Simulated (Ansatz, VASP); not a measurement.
## One calculation of Ag, two programs

```
Ag
1.0
     2.81619    0.00000    0.00000
    -1.40810    2.43889    0.00000
     0.00000    0.00000    4.66329
Ag
2
Direct
  0.33333 0.66667 0.25000
  0.66667 0.33333 0.75000
```

Alike in both runs: functional LDA; k mesh 13 × 13 × 7; occupations fermi-dirac, width 0.05 eV; no spin polarisation.

Ansatz relaxed the structure, and its values are those at the end. VASP's run is a single point on that final structure, the one shown.

```csv
,VASP,Ansatz
version,VASP 6.6.1,Ansatz 0.2.0
potentials or method,"VASP PAW LDA potentials, release 64 (Ag), cutoff 520 eV","all-electron LAPW, scalar-relativistic"
```

|  | VASP | Ansatz | Ansatz less VASP |
| --- | --- | --- | --- |
| pressure (GPa) | 0.1 | 0.0 | -0.10 |

Ansatz ran all-electron here, so the differences hold the error of VASP's frozen core and of both bases.
